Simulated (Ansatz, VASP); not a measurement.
Zn: VASP beside Ansatz

```xyz
2
Lattice="1.7027 0.9831 3.1575 -1.7027 0.9831 3.1575 0.0000 -1.9661 3.1575" Properties=species:S:1:pos:R:3 pbc="T T T"
Zn    0.0000    0.0000    2.1554
Zn    0.0000    0.0000    7.3171
```

Alike in both runs: task relaxation of cell and atoms; functional PBE; k mesh 6 × 6 × 6; occupations gaussian, width 0.1 eV; no spin polarisation.

|  | VASP | Ansatz |
| --- | --- | --- |
| version | VASP 6.6.1 | Ansatz 0.2.0 |
| potentials or method | VASP PAW PBE potentials, release 64 (Zn) | scalar-relativistic, plane waves, PAW |
| plane-wave cutoff (eV) | 600 | 420 |
| valence electrons in the cell | 24 | 24 |

Ansatz gave:

```
gap on the k mesh at the Fermi level, each at its own relaxed structure (eV) : none
relaxed volume (Å³/atom)                                                     : 15.54
relaxed cell length with the largest relative difference (Å)                 : 4.475
energy change over the relaxation (meV/atom)                                 : -488
```

**Question.** Estimate VASP's values.

**Answer.** gap on the k mesh at the Fermi level, each at its own relaxed structure (eV): none; relaxed volume (Å³/atom): 15.31; relaxed cell length with the largest relative difference (Å): 5.166; energy change over the relaxation (meV/atom): -502.

A gap of «none» marks a metal or a gap that the smearing closes. One of these differences is far larger than is usual between the two programs; its cause wasn't traced.

Caveats: the k mesh is coarse (spacing up to 0.37 Å⁻¹), so the values aren't converged.
